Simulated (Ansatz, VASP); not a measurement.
**One calculation of SrO, two programs**

```
CELL_PARAMETERS angstrom
0.00000 2.38960 2.59739
2.38960 0.00000 2.59739
2.38960 2.38960 0.00000
ATOMIC_POSITIONS crystal
Sr 0.00000 0.00000 0.00000
O 0.50000 0.50000 0.50000
```

Change from the starting cell: strain -0.080 along x and y, +0.000 along z, atoms carried along.

Alike in both runs: task single point; functional PBE; k mesh 8 × 8 × 8; occupations gaussian, width 0.05 eV; no spin polarisation.

|  | VASP | Ansatz |
| --- | --- | --- |
| version | VASP 6.6.1 | Ansatz 0.2.0 |
| potentials or method | VASP PAW PBE potentials, release 64 (Sr_sv, O) | scalar-relativistic, plane waves, PAW |
| plane-wave cutoff (eV) | 520 | 420 |
| valence electrons in the cell | 16 | 16 |

```tsv
	VASP	Ansatz	Ansatz less VASP
gap on the k mesh at the Fermi level (eV)	2.80	2.85	+0.049
least direct gap on the mesh (eV)	2.80	2.85	+0.049
pressure (GPa)	23.8	22.6	-1.19
largest component of the traceless stress (GPa)	14.23	13.57	-0.662
```

The functional is the same, so the differences come from potentials, cutoffs and numerics.

Caveats: so large a pressure means that the cell lies far from this level's equilibrium, or that cutoff or potentials fall short (VASP). A k mesh can miss the band edges.
